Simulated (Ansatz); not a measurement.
**Pt: a line through a two-coordinate scan**

How does the energy of Pt (P6_3/mmc, No. 194; 2 atoms in the cell) vary with lattice constant a (and b), at lattice constant c = 4.707 Å?

This is Pt in the hcp structure; at room conditions it is fcc.

Program: Ansatz 0.2.0. Level of theory: DFT PBEsol, scalar-relativistic, plane waves, PAW. These are calculated values, not measurements.

16 further runs of the same task are left out: 16 set aside as unsound or not needed.

### Step 1. Starting point

The structure is hexagonal, space group P6_3/mmc (No. 194). Conventional cell: a = 2.725 Å, b = 2.725 Å, c = 4.707 Å, α = 90.00°, β = 90.00°, γ = 120.00°. Around Pt (site symmetry -6m2) lie 12 Pt at 2.73 to 2.83 Å.

Coordinates:

```xyz
2
Lattice="2.7252 0.0000 0.0000 -1.3626 2.3601 0.0000 0.0000 0.0000 4.7069" Properties=species:S:1:pos:R:3 pbc="T T T"
Pt    1.3626    0.7867    3.5302
Pt    0.0000    1.5734    1.1767
```

It goes back to an entry of the Materials Project, which need not be the stable form.

It is the result of an earlier relaxation at this level (volume 15.14 Å³/atom; gap on the mesh: none (metal)).

### Step 2. Plan of the line

The energy is mapped over the lattice constants a and c of the conventional cell.

The axes are (1) lattice constant a (and b): 7 values from 2.534 to 2.916 Å; (2) lattice constant c: 7 values from 4.472 to 4.942 Å.

Nothing else is relaxed (symmetry fixes all fractional coordinates). Energies count from the relaxed crystal. Points are written as (first, second).

### Step 3. Point (2.598 Å, 4.707 Å)

File input.yaml:

```yaml
crystal:
  lattice:
    - [2.598, 0.0, 0.0]
    - [-1.299, 2.249933999, 0.0]
    - [0.0, 0.0, 4.7069219539]
  atoms:
    - { symbol: Pt, position: [0.6666666667, 0.3333333333, 0.75] }
    - { symbol: Pt, position: [0.3333333333, 0.6666666667, 0.25] }
basis:
  ecutwfc: 420
kpoints:
  mp_grid: { grid: [18, 18, 10] }
hamiltonian:
  xc: pbesol
scf:
  occupations: { method: gaussian, width: 0.15 }
output:
  forces: true
  stress: true
  eigenvalues: true
```

Started as:

```sh
$ ansatz run input.yaml --threads 1 --pin off --max-ram 2048MiB --backend cpu --events-out ev --progress --plain --runs-dir out
```

Standard output, cut to the lines that bear on the results:

```text
Warning: RAYON_NUM_THREADS=1 ignored (pool sized by the plan → 1); use --threads N
[...]
Pseudopotentials: kind: paw
Pseudopotential: Pt, paw, valence charge 18, recommended cutoff 420 eV (normal), Pt.paw.azcp
Functional definition: PBEsol
[...]
Crystal: 2 atoms, lattice volume = 27.514 Å³
Basis set: ecut = 420 eV, 549 PW (Γ), exchange–correlation on 36×36×64 points (8 copies of the dense FFT grid, shifted against one another)
Bands: 22, of which v1, the nominal top of the filled ones, is band 18 counted from 1 (17 counted from 0)
Symmetry: 24 space group operations
Space group: P63/mmc (ITA 194), of the structure as read, at distance tolerance 3.0e-5 Å
k-points: 222 of 3240
[...]
SCF iter   1: F=—  HF=-24767.184080 eV  |F-HF|=—  |Δ(HF+E_count)|=         —  Δρ=9.54e-3  dr2=1.53e-2  ethr=1.77e-3  ⟨swp⟩=4.9  Hψ=18956  notcnv=0
[...]
SCF iter   6: F=-24767.181383 eV  HF=-24767.181383 eV  |F-HF|=1.64e-9  |Δ(HF+E_count)|=   2.88e-8  Δρ=5.81e-6  dr2=6.19e-9  ethr=2.78e-10  ⟨swp⟩=4.6  Hψ=17983  notcnv=0
[...]
SCF converged after 6 iterations
Free energy (F): -24767.181383 eV
[...]
E sigma→0 (E₀):  -24767.167375 eV
Entropy (-TS):   -0.028016 eV (-14.008 meV/atom)
Fermi energy:    26.152055 eV
[...]
--- Forces (eV/Å), atoms counted from 1 ---
  atom   1  Pt     0.00000000    -0.00000000     0.00000000
  atom   2  Pt     0.00000000     0.00000000     0.00000000
[...]
--- Stress (GPa, compression-positive) ---
       46.027755      -0.000000       0.000000
       -0.000000      46.027755       0.000000
        0.000000       0.000000      21.239155
  P = ⅓ Tr σ = 37.7649 GPa (377.649 kbar)
--- Band table (eV; the first three rows and the last of 222) ---
  k-point 0: bands = ["-72.7048", "-72.6743", "-27.0054", "-26.6543", "-26.6543", "-26.6046", "-26.6046", "-26.5185", "14.8401", "17.4263", "20.8593", "21.8475", "21.8475", "22.2345", "22.2345", "24.2573", "24.2573", "24.4179", "25.9548", "25.9548", "31.1989", "41.0086"]
[...]
```

It took 9.4 s on 1 thread of Arm Neoverse N1, shared host; peak memory 0.36 GiB.

On the map this point reads 176 meV/atom.

### Step 4. Grid point (2.662 Å, 4.707 Å)

Changes to input.yaml since step 3:

```diff
@@ -2,4 +2,4 @@
   lattice:
-    - [2.598, 0.0, 0.0]
-    - [-1.299, 2.249933999, 0.0]
+    - [2.6616, 0.0, 0.0]
+    - [-1.3308, 2.3050132147, 0.0]
     - [0.0, 0.0, 4.7069219539]
```

Started as:

```sh
$ ansatz run input.yaml --threads 1 --pin off --max-ram 2048MiB --backend cpu --events-out ev --progress --plain --runs-dir out
```

Standard output, cut to the lines that bear on the results:

```text
Warning: RAYON_NUM_THREADS=1 ignored (pool sized by the plan → 1); use --threads N
[...]
[... 3 set-up lines as earlier in the session ...]
[...]
Crystal: 2 atoms, lattice volume = 28.877 Å³
Basis set: ecut = 420 eV, 561 PW (Γ), exchange–correlation on 36×36×64 points (8 copies of the dense FFT grid, shifted against one another)
Bands: 22, of which v1, the nominal top of the filled ones, is band 18 counted from 1 (17 counted from 0)
[... 1 set-up line as earlier in the session ...]
Space group: P63/mmc (ITA 194), of the structure as read, at distance tolerance 3.1e-5 Å
k-points: 222 of 3240
[...]
SCF iter   1: F=—  HF=-24767.455851 eV  |F-HF|=—  |Δ(HF+E_count)|=         —  Δρ=9.70e-3  dr2=1.65e-2  ethr=1.77e-3  ⟨swp⟩=4.9  Hψ=18848  notcnv=0
[...]
SCF iter   6: F=-24767.453111 eV  HF=-24767.453111 eV  |F-HF|=2.69e-9  |Δ(HF+E_count)|=   3.03e-8  Δρ=6.53e-6  dr2=8.72e-9  ethr=2.78e-10  ⟨swp⟩=4.4  Hψ=17237  notcnv=0
[...]
SCF converged after 6 iterations
Free energy (F): -24767.453111 eV
[...]
E sigma→0 (E₀):  -24767.436309 eV
Entropy (-TS):   -0.033604 eV (-16.802 meV/atom)
Fermi energy:    24.565526 eV
[...]
--- Forces (eV/Å), atoms counted from 1 ---
  atom   1  Pt     0.00000000     0.00000000    -0.00000000
  atom   2  Pt    -0.00000000    -0.00000000     0.00000000
[...]
--- Stress (GPa, compression-positive) ---
       19.362395       0.000000      -0.000000
        0.000000      19.362395       0.000000
       -0.000000       0.000000       9.688900
  P = ⅓ Tr σ = 16.1379 GPa (161.379 kbar)
--- Band table (eV; the first three rows and the last of 222) ---
  k-point 0: bands = ["-74.1117", "-74.0844", "-28.4010", "-28.1075", "-28.1075", "-28.0585", "-28.0585", "-27.9621", "13.8035", "16.4655", "19.8425", "20.5883", "20.5883", "20.9848", "20.9848", "22.6246", "22.6246", "23.2283", "24.3436", "24.3436", "29.5882", "39.5320"]
[...]
```

It took 9.5 s on 1 thread of Arm Neoverse N1, shared host; peak memory 0.37 GiB.

Energy on the map's scale: 40 meV/atom.

### Step 5. Grid point (2.789 Å, 4.707 Å)

Changes to input.yaml since step 4:

```diff
@@ -2,4 +2,4 @@
   lattice:
-    - [2.6616, 0.0, 0.0]
-    - [-1.3308, 2.3050132147, 0.0]
+    - [2.7888, 0.0, 0.0]
+    - [-1.3944, 2.4151716461, 0.0]
     - [0.0, 0.0, 4.7069219539]
```

Started as:

```sh
$ ansatz run input.yaml --threads 1 --pin off --max-ram 2048MiB --backend cpu --events-out ev --progress --plain --runs-dir out
```

Standard output, cut to the lines that bear on the results:

```text
Warning: RAYON_NUM_THREADS=1 ignored (pool sized by the plan → 1); use --threads N
[...]
[... 3 set-up lines as earlier in the session ...]
[...]
Crystal: 2 atoms, lattice volume = 31.703 Å³
Basis set: ecut = 420 eV, 627 PW (Γ), exchange–correlation on 40×40×64 points (8 copies of the dense FFT grid, shifted against one another)
Bands: 22, of which v1, the nominal top of the filled ones, is band 18 counted from 1 (17 counted from 0)
[... 1 set-up line as earlier in the session ...]
Space group: P63/mmc (ITA 194), of the structure as read, at distance tolerance 3.2e-5 Å
k-points: 222 of 3240
[...]
SCF iter   1: F=—  HF=-24767.475036 eV  |F-HF|=—  |Δ(HF+E_count)|=         —  Δρ=9.49e-3  dr2=1.87e-2  ethr=1.77e-3  ⟨swp⟩=4.8  Hψ=18361  notcnv=0
[...]
SCF iter   6: F=-24767.471852 eV  HF=-24767.471852 eV  |F-HF|=4.10e-9  |Δ(HF+E_count)|=   2.95e-8  Δρ=6.76e-6  dr2=1.17e-8  ethr=2.78e-10  ⟨swp⟩=4.1  Hψ=16365  notcnv=0
[...]
SCF converged after 6 iterations
Free energy (F): -24767.471852 eV
[...]
E sigma→0 (E₀):  -24767.447870 eV
Entropy (-TS):   -0.047965 eV (-23.983 meV/atom)
Fermi energy:    21.704950 eV
[...]
--- Forces (eV/Å), atoms counted from 1 ---
  atom   1  Pt    -0.00000000    -0.00000000    -0.00000000
  atom   2  Pt     0.00000000     0.00000000     0.00000000
[...]
--- Stress (GPa, compression-positive) ---
      -13.156090       0.000000      -0.000000
        0.000000     -13.156090      -0.000000
       -0.000000      -0.000000      -8.761358
  P = ⅓ Tr σ = -11.6912 GPa (-116.912 kbar)
--- Band table (eV; the first three rows and the last of 222) ---
  k-point 0: bands = ["-76.6456", "-76.6239", "-30.9299", "-30.6949", "-30.6949", "-30.6477", "-30.6477", "-30.5738", "11.9590", "14.7300", "17.9561", "18.3034", "18.3034", "18.7131", "18.7131", "19.7181", "19.7181", "21.1088", "21.4648", "21.4648", "26.6771", "36.5879"]
[...]
```

Run time: 11 s. Hardware: 1 thread of Arm Neoverse N1, shared host; peak memory 0.37 GiB.

On the map this point reads 31 meV/atom.

### Step 6. Grid point (2.852 Å, 4.707 Å)

Changes to input.yaml since step 5:

```diff
@@ -2,4 +2,4 @@
   lattice:
-    - [2.7888, 0.0, 0.0]
-    - [-1.3944, 2.4151716461, 0.0]
+    - [2.8524, 0.0, 0.0]
+    - [-1.4262, 2.4702508617, 0.0]
     - [0.0, 0.0, 4.7069219539]
```

Started as:

```sh
$ ansatz run input.yaml --threads 1 --pin off --max-ram 2048MiB --backend cpu --events-out ev --progress --plain --runs-dir out
```

Standard output, cut to the lines that bear on the results:

```text
Warning: RAYON_NUM_THREADS=1 ignored (pool sized by the plan → 1); use --threads N
[...]
[... 3 set-up lines as earlier in the session ...]
[...]
Crystal: 2 atoms, lattice volume = 33.166 Å³
Basis set: ecut = 420 eV, 651 PW (Γ), exchange–correlation on 40×40×64 points (8 copies of the dense FFT grid, shifted against one another)
Bands: 22, of which v1, the nominal top of the filled ones, is band 18 counted from 1 (17 counted from 0)
[... 2 set-up lines as earlier in the session ...]
k-points: 222 of 3240
[...]
SCF iter   1: F=—  HF=-24767.310809 eV  |F-HF|=—  |Δ(HF+E_count)|=         —  Δρ=8.99e-3  dr2=1.95e-2  ethr=1.77e-3  ⟨swp⟩=4.7  Hψ=18133  notcnv=0
[...]
SCF iter   6: F=-24767.307298 eV  HF=-24767.307298 eV  |F-HF|=4.39e-9  |Δ(HF+E_count)|=   3.02e-8  Δρ=6.61e-6  dr2=1.26e-8  ethr=2.78e-10  ⟨swp⟩=4.1  Hψ=16369  notcnv=0
[...]
SCF converged after 6 iterations
Free energy (F): -24767.307298 eV
[...]
E sigma→0 (E₀):  -24767.279538 eV
Entropy (-TS):   -0.055520 eV (-27.760 meV/atom)
Fermi energy:    20.413650 eV
[...]
--- Forces (eV/Å), atoms counted from 1 ---
  atom   1  Pt     0.00000000    -0.00000000     0.00000000
  atom   2  Pt     0.00000000     0.00000000     0.00000000
[...]
--- Stress (GPa, compression-positive) ---
      -22.254363       0.000000       0.000000
       -0.000000     -22.254363       0.000000
        0.000000       0.000000     -16.149021
  P = ⅓ Tr σ = -20.2192 GPa (-202.192 kbar)
--- Band table (eV; the first three rows and the last of 222) ---
  k-point 0: bands = ["-77.7871", "-77.7677", "-32.0767", "-31.8495", "-31.8495", "-31.8035", "-31.8035", "-31.7562", "11.1355", "13.9414", "17.0801", "17.2665", "17.2665", "17.6800", "17.6800", "18.4222", "18.4222", "20.1621", "20.1751", "20.1751", "25.3646", "35.2281"]
[...]
```

It took 11 s on 1 thread of Arm Neoverse N1, shared host; peak memory 0.38 GiB.

That is 113 meV/atom from the zero.

### Step 7. Point (2.916 Å, 4.707 Å)

Changes to input.yaml since step 6:

```diff
@@ -2,4 +2,4 @@
   lattice:
-    - [2.8524, 0.0, 0.0]
-    - [-1.4262, 2.4702508617, 0.0]
+    - [2.916, 0.0, 0.0]
+    - [-1.458, 2.5253300774, 0.0]
     - [0.0, 0.0, 4.7069219539]
```

Started as:

```sh
$ ansatz run input.yaml --threads 1 --pin off --max-ram 2048MiB --backend cpu --events-out ev --progress --plain --runs-dir out
```

Standard output, cut to the lines that bear on the results:

```text
Warning: RAYON_NUM_THREADS=1 ignored (pool sized by the plan → 1); use --threads N
[...]
[... 3 set-up lines as earlier in the session ...]
[...]
Crystal: 2 atoms, lattice volume = 34.661 Å³
Basis set: ecut = 420 eV, 687 PW (Γ), exchange–correlation on 40×40×64 points (8 copies of the dense FFT grid, shifted against one another)
Bands: 22, of which v1, the nominal top of the filled ones, is band 18 counted from 1 (17 counted from 0)
[... 1 set-up line as earlier in the session ...]
Space group: P63/mmc (ITA 194), of the structure as read, at distance tolerance 3.3e-5 Å
k-points: 222 of 3240
[...]
SCF iter   1: F=—  HF=-24767.073574 eV  |F-HF|=—  |Δ(HF+E_count)|=         —  Δρ=8.46e-3  dr2=2.03e-2  ethr=1.77e-3  ⟨swp⟩=4.7  Hψ=18125  notcnv=0
[...]
SCF iter   6: F=-24767.069680 eV  HF=-24767.069680 eV  |F-HF|=5.24e-9  |Δ(HF+E_count)|=   2.94e-8  Δρ=6.63e-6  dr2=1.38e-8  ethr=2.78e-10  ⟨swp⟩=4.0  Hψ=16278  notcnv=0
[...]
SCF converged after 6 iterations
Free energy (F): -24767.069680 eV
[...]
E sigma→0 (E₀):  -24767.038580 eV
Entropy (-TS):   -0.062200 eV (-31.100 meV/atom)
Fermi energy:    19.208460 eV
[...]
--- Forces (eV/Å), atoms counted from 1 ---
  atom   1  Pt     0.00000000    -0.00000000     0.00000000
  atom   2  Pt     0.00000000     0.00000000     0.00000000
[...]
--- Stress (GPa, compression-positive) ---
      -28.189419      -0.000000       0.000000
        0.000000     -28.189419       0.000000
        0.000000       0.000000     -22.440195
  P = ⅓ Tr σ = -26.2730 GPa (-262.730 kbar)
--- Band table (eV; the first three rows and the last of 222) ---
  k-point 0: bands = ["-78.8533", "-78.8360", "-33.1507", "-32.9234", "-32.9234", "-32.8786", "-32.8786", "-32.8623", "10.3692", "13.1983", "16.2460", "16.2925", "16.2925", "16.7080", "16.7080", "17.2195", "17.2195", "18.9739", "18.9739", "19.2824", "24.1403", "33.9356"]
[...]
```

Wall time 12 s (1 thread of Arm Neoverse N1, shared host); peak memory 0.38 GiB.

On the map this point reads 232 meV/atom.

### Step 8. Results

```
lattice constant a (and b) (Å)  step  energy (meV/atom)  slope (meV/atom per Å)  pressure (GPa)
                         2.534     –                439                   −5322              67
                         2.598     3                176                   −3042              38
                         2.662     4                 40                   −1311              16
                         2.725     –                  0                     −16               0
                         2.789     5                 31                     933             −12
                         2.852     6                113                    1615             −20
                         2.916     7                232                    2091             −26
```

Energies count from the relaxed crystal. Rows without a step come from runs not printed here or follow by symmetry. Slopes come from the forces (and the stress, where the cell changes), not from differences of energies.

The lowest point of the line is at 2.725 Å, 0 meV/atom from the zero. A fit to energies and slopes at the lowest point and its two neighbours puts the minimum at 2.7262 Å, with a curvature of about 17000 meV/atom per Å². The well is lopsided: two grid steps out, the energy rises by 176 meV/atom towards smaller values and 113 meV/atom towards larger ones. The highest point computed, at 2.534 Å, lies 439 meV/atom above the lowest. This is one cut through a surface in two coordinates; it holds the lowest point sampled, which need not be a minimum. The runs treat Pt without spin-orbit coupling.
